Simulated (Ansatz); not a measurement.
## Relaxing Sc in the diamond type

First guess:

```yaml
crystal:
  lattice:
    - [0.00000, 3.21951, 3.21951]
    - [3.21951, 0.00000, 3.21951]
    - [3.21951, 3.21951, 0.00000]
  atoms:
    - { symbol: Sc, position: [0.00000, 0.00000, 0.00000] }
    - { symbol: Sc, position: [0.25000, 0.25000, 0.25000] }
```

Computed with Ansatz 0.2.0, DFT, PBE, PAW with Ansatz's default frozen-core files, scalar-relativistic.

Cell and atoms relax within the symmetry of the start on a 10×10×10 k mesh with 0.03 eV Fermi–Dirac smearing.

The start is built from a prototype, known or not as a phase of this compound; the cutoff is 420 eV.

Task: What is the pressure of the first guess?

Result: 0.11 GPa.

Task: What does it relax to?

Result: a = 6.459 Å, b = 6.459 Å, c = 6.459 Å, α = 90.00°, β = 90.00°, γ = 90.00° (conventional cell), 33.69 Å³ per atom:
```xyz
2
Lattice="0.0000 3.2297 3.2297 3.2297 0.0000 3.2297 3.2297 3.2297 0.0000" Properties=species:S:1:pos:R:3 pbc="T T T"
Sc    0.0000    0.0000    0.0000
Sc    1.6149    1.6149    1.6149
```

Task: How much energy does the relaxation release?

Result: 0 meV/atom.
